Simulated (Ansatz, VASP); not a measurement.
# Two plane-wave programs on SnTe

```
CELL_PARAMETERS angstrom
0.00000 3.65867 3.65867
3.65867 0.00000 3.65867
3.65867 3.65867 0.00000
ATOMIC_POSITIONS crystal
Sn 0.00000 0.00000 0.00000
Te 0.75000 0.75000 0.75000
```

Measurements of this composition are mostly on another form, of space group No. 225.

Alike in both runs: task single point; functional r2SCAN; k mesh 6 × 6 × 6; occupations methfessel-paxton of order 1, width 0.02 eV; no spin polarisation.

|  | VASP | Ansatz |
| --- | --- | --- |
| version | VASP 6.6.1 | Ansatz 0.2.0 |
| potentials or method | VASP PAW PBE potentials, release 64 (Sn_d, Te) | plane waves, PAW |
| plane-wave cutoff (eV) | 520 | 550 |
| valence electrons in the cell | 20 | 30 |

```tsv
	VASP	Ansatz	Ansatz less VASP
pressure (GPa)	-1.5	-1.5	+0.01
```

The two sets of potentials don't hold the same shells in valence.

Caveats: the PAW data sets were made with another functional, which shifts forces and pressure a little (VASP).
